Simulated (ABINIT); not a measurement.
Crystal: MgS (Niningerite).

```
S Mg
1.0
     0.00000    2.60165    2.60165
     2.60165    0.00000    2.60165
     2.60165    2.60165    0.00000
S Mg
1 1
Cartesian
  2.6016 2.6016 2.6016
  0.0000 0.0000 0.0000
```

Base run:

| Item | Value |
| --- | --- |
| Program | ABINIT 10.8.3 (patched build) |
| Functional | PBE |
| Potentials or basis | SPMS NC PBE v1.0 |
| Cutoff | 707 eV |
| k mesh | 6 × 6 × 6 |
| Occupations | fixed |
| Spin | no spin polarisation |

Its results: band gap on the k mesh 2.78 eV, indirect (least direct gap 3.71 eV); pressure 0.9 GPa.

Q: The run is repeated on the same cell with these changes: functional from PBE to PBE0. What comes out?

A: Band gap on the k mesh 4.52 eV, indirect (least direct gap 5.53 eV); pressure -0.5 GPa.

PBE0 gives the wider gap, since exact exchange removes part of the self-interaction.

Caveats: the potentials were made for another functional, which shifts forces and pressure (some runs).

A k mesh can miss the band edges.

Not every run made on this cell is shown here.
